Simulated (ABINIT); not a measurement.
# BN (F-43m) in ABINIT: equation of state

How stiff is BN in PBE, and what volume does it want? The cell is scaled to several volumes.

Program: ABINIT 10.8.3 (patched build). These are calculated values, not measurements. Logs are shortened: lines on timing, memory, paths and dates and some standing lists are left out, and cuts for length are marked. The log counts tension as positive stress, the text compression.

**Experimental background.**

“Effect of nanostructuration on compressibility of cubic BN”, 2012, arxiv:1208.3664 quotes, for a bulk crystal of BN at 300 K: bulk modulus 395 ± 2 GPa.

The runs below are set against these values where they give the same quantity.

**1. The structure**

It takes space group F-43m (No. 216, cubic). The conventional cell has a = 3.626 Å, b = 3.626 Å, c = 3.626 Å, α = 90.00°, β = 90.00°, γ = 90.00°. Around N (site symmetry -43m) lie 4 B at 1.57 Å. B (site symmetry -43m) is surrounded by 4 N at 1.57 Å.

The cell is a database's computed one.

**2. Equation of state, PBE**

Contents of run.abi:

```
# Datasets: one volume each
ndtset 7
getwfk -1
scalecart1 3*0.9795861087
scalecart2 3*0.9864848297
scalecart3 3*0.9932883884
scalecart4 3*1.0000000000
scalecart5 3*1.0066227096
scalecart6 3*1.0131594038
scalecart7 3*1.0196128224

# Pseudopotentials
pp_dirpath "./"
pseudos "N.GGA_PBE-JTH.xml, B.GGA_PBE-JTH.xml"

# Structure
acell 4.8452022309 4.8452022309 4.8452022309
rprim
     0.0000000000     0.7071067812     0.7071067812
     0.7071067812     0.0000000000     0.7071067812
     0.7071067812     0.7071067812     0.0000000000
ntypat 2
znucl 7 5
natom 2
typat 1 2
xred
     0.2500000000     0.2500000000     0.2500000000
     0.0000000000     0.0000000000     0.0000000000

# Plane-wave basis
ecut 707.496042 eV
pawecutdg 48.0

# k points
kptopt 1
ngkpt 13 13 13
nshiftk 1
shiftk 0.0 0.0 0.0

# Exchange and correlation
ixc 11

# Bands and occupations
nband 8
occopt 3
tsmear 0.05 eV

# SCF cycle
nstep 100
tolvrs 1.0e-9

# Output
iomode 3
prtwf 1
prtden 0
prteig 0
prtebands 0
enunit 2
```

Potentials or basis: JTH PAW PBE v2.0.

The run is started by

```
> abinit run.abi > log 2>&1
```

run.abo:

```text
.Version 10.8.3 of ABINIT
 DATASET    1 : space group F-4 3 m (#216); Bravais cF (face-center cubic)
================================================================================
 Values of the parameters that define the memory need for DATASET  1.
     intxc =       0    ionmov =       0      iscf =      17    lmnmax =       8
     lnmax =       4     mgfft =      24  mpssoang =       2    mqgrid =    3001
     natom =       2  nloc_mem =       2    nspden =       1   nspinor =       1
    nsppol =       1      nsym =      24    n1xccc =       1    ntypat =       2
    occopt =       3   xclevel =       2
       mpw =         503          nfft =       13824          nkpt =          84
 PAW method is used; the additional fine FFT grid is defined by:
   mgfftf=        30    nfftf =     27000
================================================================================
================================================================================
[... 71 lines left out ...]
 DATASET    7 : space group F-4 3 m (#216); Bravais cF (face-center cubic)
================================================================================
 Values of the parameters that define the memory need for DATASET  7.
     intxc =       0    ionmov =       0      iscf =      17    lmnmax =       8
     lnmax =       4     mgfft =      24  mpssoang =       2    mqgrid =    3001
     natom =       2  nloc_mem =       2    nspden =       1   nspinor =       1
    nsppol =       1      nsym =      24    n1xccc =       1    ntypat =       2
    occopt =       3   xclevel =       2
       mpw =         556          nfft =       13824          nkpt =          84
 PAW method is used; the additional fine FFT grid is defined by:
   mgfftf=        32    nfftf =     32768
================================================================================
================================================================================

--------------------------------------------------------------------------------
------------- Echo of variables that govern the present computation ------------
--------------------------------------------------------------------------------
 -outvars: echo values of preprocessed input variables --------
            acell      4.8452022309E+00  4.8452022309E+00  4.8452022309E+00 Bohr
              amu      1.40067400E+01  1.08110000E+01
             ecut      2.60000000E+01 Hartree
           enunit           2
           getwfk          -1
                       outvar_i_n : Printing only first  50 k-points.
              ixc          11
           jdtset        1    2    3    4    5    6    7
                       outvar_i_n : Printing only first  50 k-points.
         kptrlatt       13    0    0      0   13    0      0    0   13
          kptrlen1     6.17018064E+01
          kptrlen2     6.21363405E+01
          kptrlen3     6.25648805E+01
          kptrlen4     6.29876290E+01
          kptrlen5     6.34047778E+01
          kptrlen6     6.38165086E+01
          kptrlen7     6.42229942E+01
            natom           2
            nband           8
           ndtset           7
            ngfft          24      24      24
          ngfftdg1         30      30      30
          ngfftdg2         30      30      30
          ngfftdg3         30      30      30
          ngfftdg4         32      32      32
          ngfftdg5         32      32      32
          ngfftdg6         32      32      32
          ngfftdg7         32      32      32
             nkpt          84
            nstep         100
             nsym          24
           ntypat           2
                       prtocc : prtvol=0, do not print more k-points.
           occopt           3
        pawecutdg      4.80000000E+01 Hartree
         pawxcdev           0
           prtden           0
        prtebands           0
           prteig           0
            rprim1     0.0000000000E+00  6.9267198023E-01  6.9267198023E-01
                       6.9267198023E-01  0.0000000000E+00  6.9267198023E-01
                       6.9267198023E-01  6.9267198023E-01  0.0000000000E+00
            rprim2     0.0000000000E+00  6.9755011263E-01  6.9755011263E-01
                       6.9755011263E-01  0.0000000000E+00  6.9755011263E-01
                       6.9755011263E-01  6.9755011263E-01  0.0000000000E+00
            rprim3     0.0000000000E+00  7.0236095512E-01  7.0236095512E-01
                       7.0236095512E-01  0.0000000000E+00  7.0236095512E-01
                       7.0236095512E-01  7.0236095512E-01  0.0000000000E+00
            rprim4     0.0000000000E+00  7.0710678120E-01  7.0710678120E-01
                       7.0710678120E-01  0.0000000000E+00  7.0710678120E-01
                       7.0710678120E-01  7.0710678120E-01  0.0000000000E+00
            rprim5     0.0000000000E+00  7.1178974407E-01  7.1178974407E-01
                       7.1178974407E-01  0.0000000000E+00  7.1178974407E-01
                       7.1178974407E-01  7.1178974407E-01  0.0000000000E+00
            rprim6     0.0000000000E+00  7.1641188486E-01  7.1641188486E-01
                       7.1641188486E-01  0.0000000000E+00  7.1641188486E-01
                       7.1641188486E-01  7.1641188486E-01  0.0000000000E+00
            rprim7     0.0000000000E+00  7.2097514092E-01  7.2097514092E-01
                       7.2097514092E-01  0.0000000000E+00  7.2097514092E-01
                       7.2097514092E-01  7.2097514092E-01  0.0000000000E+00
          spgroup         216
           tolvrs      1.00000000E-09
           tsmear      1.83746611E-03 Hartree
            typat      1  2
           useylm           1
                       outvars : Printing only first  50 k-points.
           xangst1     8.8799529675E-01  8.8799529675E-01  8.8799529675E-01
                       0.0000000000E+00  0.0000000000E+00  0.0000000000E+00
           xangst2     8.9424899078E-01  8.9424899078E-01  8.9424899078E-01
                       0.0000000000E+00  0.0000000000E+00  0.0000000000E+00
           xangst3     9.0041642014E-01  9.0041642014E-01  9.0041642014E-01
                       0.0000000000E+00  0.0000000000E+00  0.0000000000E+00
           xangst4     9.0650049941E-01  9.0650049941E-01  9.0650049941E-01
                       0.0000000000E+00  0.0000000000E+00  0.0000000000E+00
           xangst5     9.1250398897E-01  9.1250398897E-01  9.1250398897E-01
                       0.0000000000E+00  0.0000000000E+00  0.0000000000E+00
           xangst6     9.1842950552E-01  9.1842950552E-01  9.1842950552E-01
                       0.0000000000E+00  0.0000000000E+00  0.0000000000E+00
           xangst7     9.2427953271E-01  9.2427953271E-01  9.2427953271E-01
                       0.0000000000E+00  0.0000000000E+00  0.0000000000E+00
            xcart1     1.6780679119E+00  1.6780679119E+00  1.6780679119E+00
                       0.0000000000E+00  0.0000000000E+00  0.0000000000E+00
            xcart2     1.6898856809E+00  1.6898856809E+00  1.6898856809E+00
                       0.0000000000E+00  0.0000000000E+00  0.0000000000E+00
            xcart3     1.7015404333E+00  1.7015404333E+00  1.7015404333E+00
                       0.0000000000E+00  0.0000000000E+00  0.0000000000E+00
            xcart4     1.7130376769E+00  1.7130376769E+00  1.7130376769E+00
                       0.0000000000E+00  0.0000000000E+00  0.0000000000E+00
            xcart5     1.7243826279E+00  1.7243826279E+00  1.7243826279E+00
                       0.0000000000E+00  0.0000000000E+00  0.0000000000E+00
            xcart6     1.7355802314E+00  1.7355802314E+00  1.7355802314E+00
                       0.0000000000E+00  0.0000000000E+00  0.0000000000E+00
            xcart7     1.7466351806E+00  1.7466351806E+00  1.7466351806E+00
                       0.0000000000E+00  0.0000000000E+00  0.0000000000E+00
             xred      2.5000000000E-01  2.5000000000E-01  2.5000000000E-01
                       0.0000000000E+00  0.0000000000E+00  0.0000000000E+00
            znucl        7.00000    5.00000

================================================================================

 chkinp: Checking input parameters for consistency, jdtset=   1.

 chkinp: Checking input parameters for consistency, jdtset=   2.
[... 35 lines left out ...]
 getcut: wavevector=  0.0000  0.0000  0.0000  ngfft=  24  24  24
         ecut(hartree)=     26.000   => boxcut(ratio)=   2.20295

 getcut : COMMENT -
  Note that boxcut > 2.2 ; recall that boxcut=Gcut(box)/Gcut(sphere) = 2
  is sufficient for exact treatment of convolution.
  Such a large boxcut is a waste : you could raise ecut
  e.g. ecut=   31.544467 Hartrees makes boxcut=2

 Fine grid specifications (used for densities):

 getcut: wavevector=  0.0000  0.0000  0.0000  ngfft=  30  30  30
         ecut(hartree)=     48.000   => boxcut(ratio)=   2.02891

--- Pseudopotential description ------------------------------------------------
- pspini: atom type   1  psp file is ./N.GGA_PBE-JTH.xml
 Pseudopotential format is: paw10
 basis_size (lnmax)=  4 (lmn_size=  8), orbitals=   0   0   1   1
 Spheres core radius: rc_sph= 1.20497474
 Shapefunction is SIN type: shapef(r)=[sin(pi*r/rshp)/(pi*r/rshp)]**2
 Radius for shape functions =  1.00243812
 Compensation charge density is not taken into account in XC energy/potential

- pspini: atom type   2  psp file is ./B.GGA_PBE-JTH.xml
 Pseudopotential format is: paw10
 basis_size (lnmax)=  4 (lmn_size=  8), orbitals=   0   0   1   1
 Spheres core radius: rc_sph= 1.70616958
 Shapefunction is SIN type: shapef(r)=[sin(pi*r/rshp)/(pi*r/rshp)]**2
 Radius for shape functions =  1.40269776
 Compensation charge density is not taken into account in XC energy/potential

   5.83076110E+01                                ecore*ucvol(ha*bohr**3)
--------------------------------------------------------------------------------

[... 1262 lines left out ...]
-Cartesian components of stress tensor (GPa)         [Pressure= -1.9854E+01 GPa]
- sigma(1 1)=  1.98539822E+01  sigma(3 2)=  0.00000000E+00
- sigma(2 2)=  1.98539822E+01  sigma(3 1)=  0.00000000E+00
- sigma(3 3)=  1.98539822E+01  sigma(2 1)=  0.00000000E+00

== END DATASET(S) ==============================================================
================================================================================

 -outvars: echo values of variables after computation  --------
            acell      4.8452022309E+00  4.8452022309E+00  4.8452022309E+00 Bohr
           etotal1    -1.2976680885E+01
           etotal2    -1.2977804982E+01
           etotal3    -1.2978443381E+01
           etotal4    -1.2978631138E+01
           etotal5    -1.2978415947E+01
           etotal6    -1.2977831240E+01
           etotal7    -1.2976911739E+01
            fcart1    -0.0000000000E+00 -0.0000000000E+00 -0.0000000000E+00
                      -0.0000000000E+00 -0.0000000000E+00 -0.0000000000E+00
            fcart2     7.9669449050E-29  3.9834724525E-29 -1.5933889810E-28
                      -7.9669449050E-29 -3.9834724525E-29  1.5933889810E-28
            fcart3     7.9123750761E-29  3.9561875381E-29 -1.5824750152E-28
                      -7.9123750761E-29 -3.9561875381E-29  1.5824750152E-28
            fcart4     4.9120439299E-30  2.2104197684E-29 -9.8240878598E-30
                      -4.9120439299E-30 -2.2104197684E-29  9.8240878598E-30
            fcart5    -1.9518907662E-29  1.9518907662E-29 -1.9518907662E-29
                       1.9518907662E-29 -1.9518907662E-29  1.9518907662E-29
[... 38 lines left out ...]
                       0.0000000000E+00  0.0000000000E+00  0.0000000000E+00
           xangst1     8.8799529675E-01  8.8799529675E-01  8.8799529675E-01
                       0.0000000000E+00  0.0000000000E+00  0.0000000000E+00
           xangst2     8.9424899078E-01  8.9424899078E-01  8.9424899078E-01
                       0.0000000000E+00  0.0000000000E+00  0.0000000000E+00
           xangst3     9.0041642014E-01  9.0041642014E-01  9.0041642014E-01
                       0.0000000000E+00  0.0000000000E+00  0.0000000000E+00
           xangst4     9.0650049941E-01  9.0650049941E-01  9.0650049941E-01
                       0.0000000000E+00  0.0000000000E+00  0.0000000000E+00
           xangst5     9.1250398897E-01  9.1250398897E-01  9.1250398897E-01
                       0.0000000000E+00  0.0000000000E+00  0.0000000000E+00
           xangst6     9.1842950552E-01  9.1842950552E-01  9.1842950552E-01
                       0.0000000000E+00  0.0000000000E+00  0.0000000000E+00
           xangst7     9.2427953271E-01  9.2427953271E-01  9.2427953271E-01
                       0.0000000000E+00  0.0000000000E+00  0.0000000000E+00
             xred      2.5000000000E-01  2.5000000000E-01  2.5000000000E-01
                       0.0000000000E+00  0.0000000000E+00  0.0000000000E+00
 Calculation completed.
```

Run time: 54 s. Hardware: 1 thread of Intel Xeon Platinum 8488C (Sapphire Rapids), shared host; peak memory 0.12 GiB.

What came out:

| Property | Result |
| --- | --- |
| Equilibrium volume | 5.95 Å³/atom |
| Bulk modulus | 372 GPa |
| Pressure derivative of the bulk modulus | 3.7 |

Energy against volume, from the lowest point:
```
volume (Å³/atom)  energy (meV/atom)
           5.602              26.53
           5.721              11.24
           5.840               2.55
           5.959               0.00
           6.078               2.93
           6.198              10.88
           6.317              23.39
```

Caveat: pressures at fixed basis lie under the slope of the energies; the atomic spheres overlap.

**3. Against experiment**

Step 2. Measured bulk modulus of BN: 395 GPa (300 K; quoted in “Effect of nanostructuration on compressibility of cubic BN”, 2012, arxiv:1208.3664). This calculation gives 372 GPa (-5.9 %). The fit is for a static lattice scaled at fixed shape and fixed fractional positions.
